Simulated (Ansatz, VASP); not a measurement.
# Ta2N: VASP beside Ansatz

```
CELL_PARAMETERS angstrom
3.51037 0.00000 0.00000
-1.75518 3.04007 0.00000
0.00000 0.00000 4.74555
ATOMIC_POSITIONS crystal
Ta 0.66667 0.33333 0.33710
Ta 0.00000 0.00000 0.49221
N 0.33333 0.66667 0.81968
```

Alike in both runs: task single point; functional PBE; k mesh 6 × 6 × 4; occupations gaussian, width 0.1 eV; collinear spin.

```csv
,VASP,Ansatz
version,VASP 6.6.1,Ansatz 0.2.0
potentials or method,"VASP PAW PBE potentials, release 64 (Ta_pv, N)","scalar-relativistic, plane waves, PAW"
plane-wave cutoff (eV),520,420
valence electrons in the cell,27,31
```

Ansatz gave:

* gap on the k mesh at the Fermi level (eV): none
* rms of the force components (eV/Å): 4.759
* net moment per atom (μB): 0.00

Question: Which values does VASP return?

Answer: gap on the k mesh at the Fermi level (eV): none; rms of the force components (eV/Å): 4.822; net moment per atom (μB): 0.00.

Atom by atom the forces differ by 0.067 eV/Å (rms over components). A gap of «none» marks a metal or a gap that the smearing closes. The two sets of potentials don't hold the same shells in valence. Ansatz warned: «seeded_moment_not_kept».

Caveats: forces of over 1 eV/Å show positions far from the minimum, so gaps and moduli don't describe the material at rest. The runs have no spin-orbit coupling, so splittings on Ta are missing.
